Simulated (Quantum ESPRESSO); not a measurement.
# Au (P6_3/mmc) in Quantum ESPRESSO: single point with PBEsol

Aim: the single point of Au with PBEsol.

Program: Quantum ESPRESSO 7.5. These are calculated values, not measurements. Logs are shortened: lines on timing, memory, paths and dates and some standing lists are left out, and cuts for length are marked.

### 1 The structure

The structure is hexagonal, space group P6_3/mmc (No. 194). The conventional cell has a = 2.900 Å, b = 2.900 Å, c = 4.880 Å, α = 90.00°, β = 90.00°, γ = 120.00°. Au (site symmetry -6m2) has 12 Au at 2.90 to 2.96 Å as nearest neighbours.

This isn't the form of Au at room conditions, which is fcc.

### 2 Single point, PBEsol

File run.py:

```python
import numpy as np
from ase.calculators.espresso import Espresso, EspressoProfile
import spglib
from ase import Atoms
from ase.io import read

atoms = read('Au.cif')
cell, pos, num = spglib.standardize_cell((atoms.cell[:], atoms.get_scaled_positions(), atoms.numbers), to_primitive=True, symprec=1e-4)
atoms = Atoms(numbers=num, cell=cell, scaled_positions=pos, pbc=True)

input_data = {
    'control': {'calculation': 'scf', 'prefix': 'pwscf', 'outdir': './tmp', 'tprnfor': True, 'tstress': True, 'disk_io': 'nowf'},
    'system': {'ecutwfc': 45.0, 'ecutrho': 360.0, 'nbnd': 18, 'occupations': 'smearing', 'smearing': 'fd', 'degauss': 0.00367493},
    'electrons': {'conv_thr': 4e-10, 'electron_maxstep': 120, 'mixing_beta': 0.5},
}
pseudopotentials = {'Au': 'au_pbesol_v1.uspp.F.UPF'}
profile = EspressoProfile(command='mpirun -n 2 pw.x -nk 2', pseudo_dir='pseudo')
dft = Espresso(profile=profile, input_data=input_data, pseudopotentials=pseudopotentials, kpts=(11, 11, 6), koffset=(0, 0, 0))
atoms.calc = dft

print(f'energy {atoms.get_potential_energy():.8f} eV')
print('forces (eV/A)')
print(np.round(atoms.get_forces(), 6))
print('stress (eV/A^3, Voigt)')
print(np.round(atoms.get_stress(), 8))
print(f'Fermi level {dft.get_fermi_level():.4f} eV')
```

File Au.cif:

```cif
data_Au
_cell_length_a 2.90000000
_cell_length_b 2.90000000
_cell_length_c 4.88000000
_cell_angle_alpha 90.00000000
_cell_angle_beta 90.00000000
_cell_angle_gamma 120.00000000
_space_group_name_H-M_alt 'P6_3/mmc'
_space_group_name_Hall '-P 6c 2c'
_space_group_IT_number 194
loop_
_space_group_symop_operation_xyz
'x,y,z'
'-x,-y,-z'
'x-y,x,z+1/2'
'-x+y,-x,-z+1/2'
'-y,x-y,z'
'y,-x+y,-z'
'-x,-y,z+1/2'
'x,y,-z+1/2'
'-x+y,-x,z'
'x-y,x,-z'
'y,-x+y,z+1/2'
'-y,x-y,-z+1/2'
'-y,-x,-z+1/2'
'y,x,z+1/2'
'-x,-x+y,-z'
'x,x-y,z'
'-x+y,y,-z+1/2'
'x-y,-y,z+1/2'
'y,x,-z'
'-y,-x,z'
'x,x-y,-z+1/2'
'-x,-x+y,z+1/2'
'x-y,-y,-z'
'-x+y,y,z'
loop_
_atom_site_label
_atom_site_type_symbol
_atom_site_symmetry_multiplicity
_atom_site_Wyckoff_symbol
_atom_site_fract_x
_atom_site_fract_y
_atom_site_fract_z
_atom_site_occupancy
Au1 Au 2 d 0.6666666667 0.3333333333 0.2500000000 1
```

Potentials or basis: GBRV 1.5 PBEsol.

Command:

```
OMP_NUM_THREADS=1 python run.py
```

What it wrote:

```text
energy -3122.47124732 eV
forces (eV/A)
[[ 0. -0.  0.]
 [ 0.  0.  0.]]
stress (eV/A^3, Voigt)
[ 0.0418129   0.0418129   0.04496401  0.          0.         -0.        ]
Fermi level 14.4412 eV
```

espresso.pwi:

```text
&CONTROL
   calculation      = 'scf'
   tstress          = .true.
   tprnfor          = .true.
   outdir           = './tmp'
   prefix           = 'pwscf'
   disk_io          = 'nowf'
   pseudo_dir       = 'pseudo'
/
&SYSTEM
   nbnd             = 18
   ecutwfc          = 45.0
   ecutrho          = 360.0
   occupations      = 'smearing'
   degauss          = 0.00367493
   smearing         = 'fd'
   ntyp             = 1
   nat              = 2
   ibrav            = 0
/
&ELECTRONS
   electron_maxstep = 120
   conv_thr         = 4e-10
   mixing_beta      = 0.5
/
&IONS
/
&CELL
/
&FCP
/
&RISM
/
ATOMIC_SPECIES
Au 196.966569 au_pbesol_v1.uspp.F.UPF

K_POINTS automatic
11 11 6  0 0 0

CELL_PARAMETERS angstrom
2.90000000000000 0.00000000000000 0.00000000000000
-1.45000000000000 2.51147367097487 0.00000000000000
0.00000000000000 0.00000000000000 4.88000000000000

ATOMIC_POSITIONS angstrom
Au 1.4500000000 0.8371578903 1.2200000000  
Au 0.0000000000 1.6743157806 3.6600000000
```

espresso.pwo:

```text
This program is part of the open-source Quantum ESPRESSO suite
     for quantum simulation of materials; please cite
         "P. Giannozzi et al., J. Phys.:Condens. Matter 21 395502 (2009);
         "P. Giannozzi et al., J. Phys.:Condens. Matter 29 465901 (2017);
         "P. Giannozzi et al., J. Chem. Phys. 152 154105 (2020);
     in publications or presentations arising from this work. More details at

Warning: card &CELL ignored
Warning: card &FCP ignored
Warning: card &RISM ignored

     Message from routine setup:
[... 7 lines left out ...]
     --------------------
     sticks:   dense  smooth     PW     G-vecs:    dense   smooth      PW
     Sum         745     367    121                27655     9825    1739

     Using Slab Decomposition

     bravais-lattice index     =            0
     lattice parameter (alat)  =       5.4802  a.u.
     unit-cell volume          =     239.8518 (a.u.)^3
     number of atoms/cell      =            2
     number of atomic types    =            1
     number of electrons       =        22.00
     number of Kohn-Sham states=           18
     kinetic-energy cutoff     =      45.0000  Ry
     charge density cutoff     =     360.0000  Ry
     scf convergence threshold =      4.0E-10
     mixing beta               =       0.5000
     number of iterations used =            8  plain     mixing
     Exchange-correlation= SLA  PW   PSX  PSC
                           (   1   4  10   8   0   0   0)

     celldm(1)=   5.480206  celldm(2)=   0.000000  celldm(3)=   0.000000
     celldm(4)=   0.000000  celldm(5)=   0.000000  celldm(6)=   0.000000

     crystal axes: (cart. coord. in units of alat)
               a(1) = (   1.000000   0.000000   0.000000 )
               a(2) = (  -0.500000   0.866025   0.000000 )
               a(3) = (   0.000000   0.000000   1.682759 )

     reciprocal axes: (cart. coord. in units 2 pi/alat)
               b(1) = (  1.000000  0.577350 -0.000000 )
               b(2) = (  0.000000  1.154701  0.000000 )
               b(3) = (  0.000000 -0.000000  0.594262 )

     PseudoPot. # 1 for Au read from file:
     au_pbesol_v1.uspp.F.UPF
     Pseudo is Ultrasoft + core correction, Zval = 11.0
     Generated by new atomic code, or converted to UPF format
     Using radial grid of  985 points,  7 beta functions with:
                l(1) =   0
                l(2) =   0
                l(3) =   1
                l(4) =   1
                l(5) =   2
                l(6) =   2
                l(7) =   3
     Q(r) pseudized with  6 coefficients,  rinner =    1.900   1.900   1.900
                                                       1.900   1.900   1.900
                                                       1.900

     atomic species   valence    mass     pseudopotential
     Au               11.00   196.96657     Au( 1.00)

     24 Sym. Ops., with inversion, found (12 have fractional translation)

   Cartesian axes

     site n.     atom                  positions (alat units)
         1        Au     tau(   1) = (   0.5000000   0.2886751   0.4206897  )
         2        Au     tau(   2) = (   0.0000000   0.5773503   1.2620690  )

     number of k points=    64  Fermi-Dirac smearing, width (Ry)=  0.0037
                       cart. coord. in units 2pi/alat
        k(    1) = (   0.0000000   0.0000000   0.0000000), wk =   0.0027548
        k(    2) = (   0.0000000   0.0000000   0.0990437), wk =   0.0055096
        k(    3) = (   0.0000000   0.0000000   0.1980874), wk =   0.0055096
        k(    4) = (   0.0000000   0.0000000  -0.2971311), wk =   0.0027548
        k(    5) = (   0.0000000   0.1049728   0.0000000), wk =   0.0165289
        k(    6) = (   0.0000000   0.1049728   0.0990437), wk =   0.0330579
[... 56 lines left out ...]
        k(   63) = (   0.2727273   0.5773503   0.1980874), wk =   0.0330579
        k(   64) = (   0.2727273   0.5773503  -0.2971311), wk =   0.0165289

     Dense  grid:    27655 G-vectors     FFT dimensions: (  36,  36,  60)

     Smooth grid:     9825 G-vectors     FFT dimensions: (  24,  24,  40)

     Initial potential from superposition of free atoms

     starting charge      21.9998, renormalised to      22.0000
     Starting wfcs are   18 randomized atomic wfcs

     Self-consistent Calculation

     iteration #  1     ecut=    45.00 Ry     beta= 0.50
     Davidson diagonalization with overlap
     ethr =  1.00E-02,  avg # of iterations =  4.9

     Threshold (ethr) on eigenvalues was too large:
     Diagonalizing with lowered threshold

     Davidson diagonalization with overlap
     ethr =  6.72E-04,  avg # of iterations =  1.2

     total energy              =    -229.45646279 Ry
     estimated scf accuracy    <       0.14966892 Ry
[... 57 lines left out ...]
     iteration # 10     ecut=    45.00 Ry     beta= 0.50
     Davidson diagonalization with overlap
     ethr =  1.90E-12,  avg # of iterations =  2.0

     End of self-consistent calculation

          k = 0.0000 0.0000 0.0000 (  1237 PWs)   bands (ev):

     5.0126   7.4405   9.8484  10.1277  10.1277  10.4158  10.4158  11.0794
    11.0794  12.3462  12.3462  13.4540  16.9290  29.1222  30.1608  31.2677
    32.5528  32.5530
[... 375 lines left out ...]
     8.7353   8.7353   9.4431   9.4431  10.0993  10.0993  11.0174  11.0174
    12.4215  12.4215  18.0910  18.0910  18.8131  18.8131  21.6148  21.6148
    29.6195  29.6195

     the Fermi energy is    14.4412 ev

!    total energy              =    -229.49742378 Ry
     estimated scf accuracy    <          7.0E-12 Ry
     smearing contrib. (-TS)   =      -0.00062984 Ry
     internal energy E=F+TS    =    -229.49679394 Ry

     The total energy is F=E-TS. E is the sum of the following terms:
     one-electron contribution =      18.53964978 Ry
     hartree contribution      =      17.57095410 Ry
     xc contribution           =    -123.89240248 Ry
     ewald contribution        =    -141.71499534 Ry

     convergence has been achieved in  10 iterations

     Forces acting on atoms (cartesian axes, Ry/au):

     atom    1 type  1   force =     0.00000000   -0.00000000    0.00000000
     atom    2 type  1   force =     0.00000000    0.00000000    0.00000000

     Total force =     0.000000     Total SCF correction =     0.000000

     Computing stress (Cartesian axis) and pressure

          total   stress  (Ry/bohr**3)                   (kbar)     P=      -68.67
  -0.00045540   0.00000000  -0.00000000          -66.99        0.00       -0.00
   0.00000000  -0.00045540  -0.00000000            0.00      -66.99       -0.00
   0.00000000   0.00000000  -0.00048972            0.00        0.00      -72.04

=------------------------------------------------------------------------------=
   JOB DONE.
=------------------------------------------------------------------------------=
```

Run time: 16 s. Hardware: 2 MPI ranks of Arm Neoverse V2, shared host; peak memory 0.3 GiB.

Results:

- Free energy: -3122.4715 eV
- Pressure: -6.9 GPa
- Band gap on the k mesh: none (metal or under the smearing width)

Levels at points of the mesh, in eV from the Fermi level:
| k point | band 7 | band 8 | band 9 | band 10 | band 11 | band 12 | band 13 | band 14 | band 15 | band 16 |
| --- | --- | --- | --- | --- | --- | --- | --- | --- | --- | --- |
| (0.00, 0.00, 0.00) | -4.03 | -3.36 | -3.36 | -2.09 | -2.09 | -0.99 | 2.49 | 14.68 | 15.72 | 16.83 |
| (0.00, 0.00, -0.50) | -4.35 | -4.35 | -2.52 | -2.52 | -2.52 | -2.52 | 10.31 | 10.31 | 14.96 | 14.96 |

The run has no spin-orbit coupling, so splittings on Au are missing.
